# Seven questions on one band gap

Many common semiconductors have a band gap of the order of one to a few eV. Heat at room temperature supplies about 0.03 eV, and a careful choice of numerical settings should matter less than that. These scales help to judge the differences in the table, where one silicon carbide crystal, with its atoms held in place, is computed several times with the same density functional.

PBE Kohn-Sham DFT for silicon carbide (space group P6_3mc, 8-atom cell, fixed geometry), without spin polarisation or spin-orbit coupling. Gaps are taken on a 10x10x3 k mesh, with Fermi-Dirac smearing of 0.05 eV (Gaussian in the 600 eV VASP run). The basis column gives the plane-wave cutoff or, for SIESTA, the set of atomic orbitals.

```tsv
program	potentials	basis	gap (eV)	direct gap (eV)	gap less the median of the rows (eV)
VASP	VASP PAW PBE potentials, materialsproject	520 eV	2.225	3.348	0.000
VASP	VASP PAW PBE potentials, gw	600 eV	2.225	3.348	0.000
VASP	VASP PAW PBE potentials, minimal	500 eV	2.225	3.348	0.000
VASP	VASP PAW PBE potentials, gw, light	550 eV	2.225	3.348	0.000
Ansatz	Ansatz PAW	420 eV	2.227	3.350	0.002
Ansatz	Ansatz PAW polarizable	420 eV	2.227	3.350	0.002
SIESTA	PseudoDojo 0.4 standard NC	SZ	4.594	6.329	2.369
```

The "gap" runs from the highest filled level to the lowest empty one on the mesh of wavevectors, wherever on it each lies. The "direct gap" is the smallest step between the two at one and the same wavevector, which is the step that light can drive on its own. The last column compares each gap with the median of the rows.

## 1. Is this a direct-gap material?

No: the direct gap is the larger of the two in every row. In VASP the two differ by $3.348-2.225=1.123$ eV. This difference has a simple meaning. At the wavevector of the lowest empty level, the vertical step cannot be smaller than the direct gap, so the top filled level there must lie at least 1.1 eV below the highest filled level of the crystal.

Light at the energy of the gap therefore needs help from a lattice vibration, which supplies the change of wavevector, and absorption sets in weakly. In this form of silicon carbide, known as 4H, VASP finds the highest filled level at the centre of the Brillouin zone, where the next empty level lies 5.1 eV above it. The lowest empty level of the crystal is known to sit at the edge of the zone.

## 2. Which digits can be trusted?

The six plane-wave rows, four from VASP and two from Ansatz, agree within 2 meV. Two VASP runs with the same potentials, but different cutoffs and small technical settings, differ by 0.1 meV. Another pair of potentials moves the gap by about half a meV, and the step to Ansatz, which brings its own potentials and a lower cutoff, by between one and two. A sensible report is 2.23 eV, with no ranking of the programs.

This agreement proves less than it seems to. The four VASP rows use only two pairs of potentials, and "gw" in a name marks a kind of potential, not a GW calculation of the gap. All rows also keep the inner electrons frozen and sample the same mesh of wavevectors. An error from either choice would be shared, and the agreement would hide it.

## 3. Why do the levels move when the gap does not?

The printed output after this text lists the band edges of each run. Between the two pairs of VASP potentials the highest filled level moves by 0.34 eV, and from VASP's standard potentials to Ansatz it moves by 1.4 eV. The gap changes by less than 2 meV in both cases.

The reason is that an endless crystal has no outside from which to measure an energy. Each calculation sets the average electrostatic potential by a convention, and the potentials of the atoms enter into it. A constant added to the potential lifts all levels equally and drops out of any difference between them. To find how the bands of two materials line up at a contact, one needs a common reference, such as the average potential on either side in a calculation of the contact itself; subtracting raw levels from two runs will not do.

## 4. Would another smearing width change the gap?

Smearing lets electrons occupy levels near the Fermi energy in part, as if the crystal were hot. With the Fermi energy in the middle of the gap $\Delta$ and a width $w$, the occupation of the lowest empty level is about

$$f\approx e^{-\Delta/2w}=e^{-2.225/(2\times0.05)}\approx 2\times10^{-10}.$$

Twice the width would halve the exponent and give about $10^{-5}$, still too little to disturb the density. The VASP run at 600 eV used Gaussian smearing, not Fermi-Dirac occupations, and took its density from an earlier run. Across so wide a gap the form of the smearing does not matter either. A metal would behave differently: it has levels right at the Fermi energy, and there the width has to be tested together with the mesh.

## 5. Why does SIESTA give twice the gap?

The SIESTA gap is 2.4 eV above the median, a thousand times the spread of the other rows. The most likely cause is the basis, the set of functions from which the electron waves are built. "SZ" stands for single zeta: one s and three p functions on each atom, which makes 32 for the 8 atoms. At each wavevector the 32 valence electrons fill 16 combinations in pairs, and just 16 combinations remain for all the empty levels.

For comparison, count the plane waves. A cutoff energy $E$ admits waves up to $k=\sqrt{2mE}/\hbar$, where $m$ is the electron mass. The number inside that sphere, for a cell of volume $V$, is

$$N=\frac{V}{(2\pi)^3}\,\frac{4\pi k^3}{3}=\frac{Vk^3}{6\pi^2}.$$

At the lowest cutoff, 420 eV, $k$ is about 10.5 Å⁻¹, and $V=8\times10.31\approx82.5$ Å³. This gives some 1600 functions, fifty times as many as in the SZ basis.

Theory explains why the shortage opens the gap. For a given Hamiltonian, taking functions away can raise a level or leave it alone, but cannot lower it. The filled levels suffer less, because they are bonds made largely of the very atomic s and p functions that the basis contains. The empty levels have to stay orthogonal to the filled ones and also spread into the open space between the atoms. For that they need functions of other shape and reach, and without them they are pushed up.

The argument is strong but not strict, since the density and the potentials change as well. SIESTA differs from the other rows in program and kind of potential too, although these normally shift such a gap by far less than an eV. A run with the same potentials and a richer basis, with a second function per shell and added d functions, would settle the matter. Molecules show the same pattern: a minimal basis describes their bonds tolerably and places their empty levels too high.

## 6. Can the small basis be repaired by a constant?

It is tempting to keep the cheap basis and correct its result. The direct gap offers a test, because a correction can be set from the gap alone and then tried on a number that it has not seen. The simplest correction assumes that all empty levels are too high by the same amount. SIESTA's direct gap should then be $3.348+2.369=5.717$ eV, but the calculation gives 6.329 eV, so the estimate is 0.6 eV too low.

The other simple choice is to stretch all energies by the same factor. The gap grows by a factor of 2.065, which would turn the direct gap of 3.348 eV into 6.9 eV. That is 0.6 eV too high.

Both misses are hundreds of times the spread of the plane-wave rows. The error of the small basis thus differs from level to level, as it should if some waves need the absent functions more than others. The shape of the bands is wrong along with their distance, and the cure is a better basis.

## 7. Which row is closest to nature?

The measured gap is roughly 3.3 eV, a recalled figure. The plane-wave rows fall short of it by about 1.1 eV, and SIESTA exceeds it by about 1.3 eV. Neither is a good prediction, but the two fail for different reasons.

The plane-wave shortfall comes mainly from the functional. PBE is known to give gaps that are too small, because the difference between its filled and empty levels leaves out part of the energy needed to add an electron to the crystal and remove one. Spin-orbit coupling and lattice vibrations are absent here, but the first is small for such light atoms and the second would narrow the computed gap further.

SIESTA uses the same functional and so inherits the same shortfall. On top of it comes an error of the opposite sign: $-1.1+2.4=1.3$ eV. With a somewhat better basis the two could cancel and land on the measured value, and that result would be right for the wrong reason. The order of work follows: first enlarge the basis until the gap stops moving, and only then compare with experiment and judge the functional.

Printed output of the fit:

```
Band edges of each run:
     row  valence top in eV  conduction minimum in eV  gap in eV
    VASP              8.211                     10.44      2.225
    VASP               7.87                      10.1      2.225
    VASP              8.211                     10.44      2.225
    VASP               7.87                      10.1      2.225
  Ansatz              9.588                     11.81      2.227
  Ansatz              9.588                     11.81      2.227
  SIESTA             -6.397                    -1.803      4.594
Spread of the six plane-wave gaps in the table (meV): 2
Gap change between the two VASP gw rows with different cutoffs (meV): 0.1
Gap of VASP gw potentials less gap of VASP standard potentials (meV): -0.45
Gap of Ansatz less gap of VASP standard potentials (meV): 1.393
Valence top of VASP standard less VASP gw potentials (eV): 0.3406
Valence top of Ansatz less VASP standard potentials (eV): 1.377
SIESTA gap less median gap (eV): 2.369
SIESTA direct gap less median direct gap (eV): 2.981
SIESTA gap over median gap: 2.065
SIESTA direct gap over median direct gap: 1.89
Direct less indirect gap, VASP (eV): 1.123
Direct less indirect gap, SIESTA (eV): 1.735
Gap at the zone centre less smallest direct gap, VASP (eV): 1.768
SIESTA direct gap predicted by a rigid shift (eV): 5.717
Rigid shift, prediction less computed (eV): -0.612
SIESTA direct gap predicted by common scaling (eV): 6.913
Common scaling, prediction less computed (eV): 0.5837
Plane waves per k point at 420 eV, estimate: 1613
Plane waves per k point at 600 eV, estimate: 2754
SZ functions in the cell, one s and three p per atom: 32
Thermal occupation factor across half the gap at 0.05 eV width: 2.172e-10
SIESTA pressure over VASP pressure: 7.052
Median PBE gap less rough measured gap (eV): -1.075
SIESTA gap less rough measured gap (eV): 1.294
```
